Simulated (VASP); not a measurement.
CaO (Lime):

```
Ca O
1.0
     0.00000    2.40650    2.40650
     2.40650    0.00000    2.40650
     2.40650    2.40650    0.00000
Ca O
1 1
Direct
  0.00000 0.00000 0.00000
  0.50000 0.50000 0.50000
```

```yaml
Program: VASP 6.6.1
Task: relaxation of cell and atoms
Functional: RPBE
Potentials_or_basis: VASP PAW PBE potentials, release 64 (Ca_sv, O)
Cutoff: 600 eV
k_mesh: 10 × 10 × 10
Occupations: gaussian, width 0.03 eV
Spin: no spin polarisation
```

At the start: pressure 5.4 GPa; volume 13.94 Å³/atom.

**Question.** How do energy, volume and symmetry change on relaxing?

**Answer.** Over 3 steps the energy falls by 11.9 meV/atom and the volume is 14.67 Å³/atom (+5.3 %); space group Fm-3m (No. 225, to 0.05 Å).

The path:
```tsv
step	energy change (eV)	largest force (eV/Å)	pressure (GPa)	volume (Å³)
1	0.0000	0.0000	5.43	27.87
2	-0.0216	0.0000	-1.48	29.82
3	-0.0238	0.0000	0.01	29.34
```

Final structure:
```
Ca O
1.0
     0.00000    2.44802    2.44802
     2.44802    0.00000    2.44802
     2.44802    2.44802    0.00000
Ca O
1 1
Direct
  0.00000 0.00000 0.00000
  0.50000 0.50000 0.50000
```

Caveat: the PAW data sets were made with another functional, which shifts forces and pressure a little.
